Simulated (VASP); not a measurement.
Input of a VASP 6.6.1 run:

INCAR

```
SYSTEM = W
  ALGO = Normal
  EDIFF = 1E-7
  ENCUT = 520
  GGA = PE
  ISIF = 2
  ISMEAR = 0
  LASPH = .True.
  LCHARG = .False.
  LREAL = .False.
  LWAVE = .False.
  NELM = 60
  PREC = Accurate
  SIGMA = 0.1
```

KPOINTS

```
k-points
0
Gamma
  26 26 26
  0 0 0
```

File POSCAR:

```
W                                       
1.0
   -1.5601603771      1.5601603771      1.5601603771
    1.5601603771     -1.5601603771      1.5601603771
    1.5601603771      1.5601603771     -1.5601603771
  W             
     1
Direct
     0.0000000000000000    0.0000000000000000    0.0000000000000000
```

Potentials or basis: VASP PAW PBE potentials, release 64 (W_sv).

Command:

```console
$ cat potpaw_PBE.64/W_sv/POTCAR > POTCAR
$ mpirun -np 1 vasp_std > vasp.out
```

Problem. Predict the band gap on the k mesh.

Solution. None (metal or under the smearing width).

Problem. What does it give for the pressure?

Solution. 21.4 GPa.

Caveat: so large a pressure means that the cell lies far from this level's equilibrium, or that cutoff or potentials fall short. The run has no spin-orbit coupling, so splittings on W are missing.
